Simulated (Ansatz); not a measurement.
**WC: an elastic constant from a strain scan**

All numbers below come from DFT PBE, scalar-relativistic, plane waves, PAW in Ansatz. Cutoff 420 eV, Γ-centred 24×24×22 k-points, Gaussian smearing of 0.15 eV. Spin–orbit coupling is left out, which can shift energies with elements as heavy as these. No spin polarisation. Energies are free energies at this smearing, counted from the undisturbed cell; pressure is positive in compression.

The undisturbed cell (relaxed at this level):

```yaml
crystal:
  lattice:
    - [2.92177, 0.00000, 0.00000]
    - [-1.46089, 2.53033, 0.00000]
    - [0.00000, 0.00000, 2.84708]
  atoms:
    - { symbol: W, position: [0.00000, 0.00000, 0.00000] }
    - { symbol: C, position: [0.66667, 0.33333, 0.50000] }
```

The cell is strained by ε times the Voigt pattern (0, 1, 0, 0, 0, 0) (xx, yy, zz, yz, xz, xy; engineering shear) with fractional coordinates fixed. The cell holds 2 atoms in V0 = 21.05 Å³. The stress column is τ = (1/V0) dE/dε, got from the stress tensor σ (compression positive) at each point as −det(1 + εP) σ : P(1 + εP)⁻¹, with P the pattern as a tensor.

```
      ε  ΔE (meV/atom)  τ (GPa)
-0.0400         41.053  -32.421
-0.0200          9.930  -15.306
 0.0000          0.000   -0.120
 0.0100          2.209    6.771
 0.0300         19.487   19.263
 0.0400              ?        ?
```

Which combination of elastic constants does this scan measure, and how large is it?

For small ε, τ = τ0 + Kε with K = pᵀCp, which for this pattern is C22 in the Cartesian frame shown. The parabola through τ at ε = -0.0200, 0 and 0.0100 has slope K = 713 GPa at zero. The energies per cell, E = NΔE, of the same two points give K = 2[E(ε₊)/ε₊ − E(ε₋)/ε₋]/[(ε₊ − ε₋)V0] = 728 GPa, in agreement. These are clamped-ion values.

Predict the withheld row at ε = 0.0400 from the harmonic law, and compare.

ΔE = V0(τ0 ε + Kε²/2)/N = 37.128 meV/atom and τ = 28.38 GPa. The calculation gives 34.020 meV/atom and 24.93 GPa: the energy lies 8 % below the harmonic value, as bonds soften when stretched.

Forces appear on the atoms along this scan, and letting them relax would lower the energy and soften the response. In a metal these slopes depend on the k mesh and the smearing.